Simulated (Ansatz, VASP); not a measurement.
KF (Carobbiite) in VASP and in Ansatz

File POSCAR:

```
KF
1.0
    0.0000000000      2.7568062834      2.6589566777
    2.7568062834      0.0000000000      2.6589566777
    2.7568062834      2.7568062834      0.0000000000
K F
1 1
Direct
    0.0000000000      0.0000000000      0.0000000000
    0.5000000000      0.5000000000      0.5000000000
```

Contents of INCAR.step1:

```
ALGO = Normal
EDIFF = 1E-4
ENCUT = 520
GGA = PE
ISMEAR = 0
LASPH = T
LCHARG = F
LREAL = F
LWAVE = T
NBANDS = 15
NELM = 80
PREC = Accurate
SIGMA = 0.01
```

Contents of INCAR.step2:

```
ALGO = Normal
EDIFF = 1E-6
ENCUT = 520
ISIF = 2
ISMEAR = 0
ISTART = 1
LASPH = T
LCHARG = T
LELF = T
LMIXTAU = T
LREAL = F
LVHAR = T
LWAVE = F
METAGGA = R2SCAN
NBANDS = 15
NELM = 80
PREC = Accurate
SIGMA = 0.01
```

File KPOINTS:

```
k-points
0
Gamma
  8 8 8
```

Input for Ansatz:

```yaml
crystal:
  lattice:
    - [0.0, 2.7568062834, 2.6589566777]
    - [2.7568062834, 0.0, 2.6589566777]
    - [2.7568062834, 2.7568062834, 0.0]
  atoms:
    - { symbol: K, position: [0.0, 0.0, 0.0] }
    - { symbol: F, position: [0.5, 0.5, 0.5] }
kpoints:
  mp_grid: { grid: [8, 8, 8] }
  band_path:
    path:
      - [0.0, 0.0, 0.0]
      - [0.5, 0.0, 0.5]
      - [0.625, 0.25, 0.625]
      - [0.375, 0.375, 0.75]
      - [0.5, 0.5, 0.5]
      - [0.5, 0.25, 0.75]
      - [-0.002604, -0.002604, 0.0]
    npoints: 1
hamiltonian:
  xc: r2scan
scf:
  occupations: { method: fixed }
  n_extra_bands: 4
output:
  forces: true
  stress: true
  eigenvalues: true
```

Change from the starting cell: biaxial_xy strain +3.7%.

Alike in both runs: task single point; functional r2SCAN; k mesh 8 × 8 × 8; no spin polarisation.

|  | VASP | Ansatz |
| --- | --- | --- |
| version | VASP 6.6.1 | Ansatz 0.2.0 |
| potentials or method | VASP PAW PBE potentials, release 64 (K_sv, F) | plane waves, PAW |
| plane-wave cutoff (eV) | 520 | 500 |
| occupations | gaussian, width 0.01 eV | fixed |
| valence electrons in the cell | 16 | 16 |

|  | VASP | Ansatz | Ansatz less VASP |
| --- | --- | --- | --- |
| gap on the k mesh at the Fermi level (eV) | 6.49 | 6.49 | +0.001 |
| pressure (GPa) | -2.1 | -2.0 | +0.06 |
| largest component of the traceless stress (GPa) | 1.10 | 1.06 | -0.033 |

Caveats: the PAW data sets were made with another functional, which shifts forces and pressure a little (VASP). A k mesh can miss the band edges.
